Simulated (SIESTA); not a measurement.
Runs of SIESTA 5.4.2 on Ge. It takes space group P4_32_12 (No. 96, tetragonal). Conventional cell: a = 5.930 Å, b = 5.930 Å, c = 6.980 Å, α = 90.00°, β = 90.00°, γ = 90.00°. Ge (site symmetry 1) is surrounded by 4 Ge at 2.44 to 2.55 Å. Ge (site symmetry 2) has 4 Ge at 2.44 to 2.55 Å as nearest neighbours. This isn't the form of Ge at room conditions, which is diamond.

| task | level | potentials or basis | cell | gap on the mesh (eV) | pressure (GPa) | largest force (eV/Å) |
| --- | --- | --- | --- | --- | --- | --- |
| single point | PBE | PseudoDojo 0.4 standard (PBE files), DZP (energy shift 0.003 Ry; two zetas on semicore shells) | as given | 0.71 | 5.0 | 0.90 |
| band structure | LDA | PseudoDojo 0.4 standard (LDA files), DZP (energy shift 0.003 Ry; two zetas on semicore shells) | as given | 0.62 | -0.5 | 0.84 |
| single point | PBE | PseudoDojo 0.4 standard (PBE files), DZP (energy shift 0.003 Ry; two zetas on semicore shells) | atoms moved at random, drawn with an rms of 0.05 Å | 0.66 | 5.0 | 1.26 |
| band structure | PBEsol | PseudoDojo 0.4 standard (PBEsol files), DZP (energy shift 0.003 Ry; two zetas on semicore shells) | as given | (a) | (b) | 0.87 |

Alike in all rows: no spin polarisation; k mesh 5 × 5 × 4; smearing fermi-dirac 0.05 eV; grid cutoff 800 Ry; energy shift 0.003 Ry.

Q: Estimate the missing entries.

A: (a) 0.68; (b) 1.6.

Caveats: the basis of atomic orbitals isn't converged, which shifts pressures, moduli and gaps; an odd mesh through Γ misses points on the zone boundary, where band edges often lie (some runs); the mesh misses the band edges, which the band path finds closer together (some runs).

A k mesh can miss the band edges, and the runs leave out spin-orbit coupling on Ge.
